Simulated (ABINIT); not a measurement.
Runs of ABINIT 10.8.3 (patched build) on Br. The structure is orthorhombic, space group Cmce (No. 64). Conventional cell: a = 6.726 Å, b = 4.645 Å, c = 8.702 Å, α = 90.00°, β = 90.00°, γ = 90.00°. Br (site symmetry m) has 1 Br at 2.29 Å as nearest neighbours. 

| task | level | potentials or basis | k mesh | gap on the mesh (eV) | pressure (GPa) | largest force (eV/Å) |
| --- | --- | --- | --- | --- | --- | --- |
| band structure | AM05 | JTH PAW PBE v2.0 | 7 × 7 × 3 | 1.87 | 0.8 | (b) |
| single point | LDA | JTH PAW LDA v2.0 | 4 × 4 × 2 | 1.73 | -1.2 | 0.71 |
| single point | LDA | JTH PAW LDA v2.0 | 9 × 9 × 4 | 1.74 | -1.2 | 0.72 |
| band structure | revPBE | JTH PAW PBE v2.0 | 7 × 7 × 3 | 1.96 | (a) | 0.86 |
| single point | PBE | JTH PAW PBE v2.0 | 6 × 6 × 2 | 1.88 | 1.8 | 0.88 |
| band structure | WC | JTH PAW PBE v2.0 | 7 × 7 × 3 | 1.83 | 0.2 | 0.80 |
| band structure | PW91 | JTH PAW PBE v2.0 | 7 × 7 × 3 | 1.88 | 1.7 | 0.93 |
| band structure | BP86 | JTH PAW PBE v2.0 | 7 × 7 × 3 | 1.87 | 1.9 | 1.00 |

Alike in all rows: no spin polarisation; cell as given; cutoff (eV) 408; smearing fermi-dirac 0.05 eV.

Estimate the missing entries.

(a) 3.0; (b) 0.61.

Caveats: the PAW data sets were made with another functional, which shifts forces and pressure a little (some runs); an odd mesh through Γ misses points on the zone boundary, where band edges often lie (some runs).

A k mesh can miss the band edges, and the runs leave out spin-orbit coupling on Br.

Not every run made on this cell is shown here.
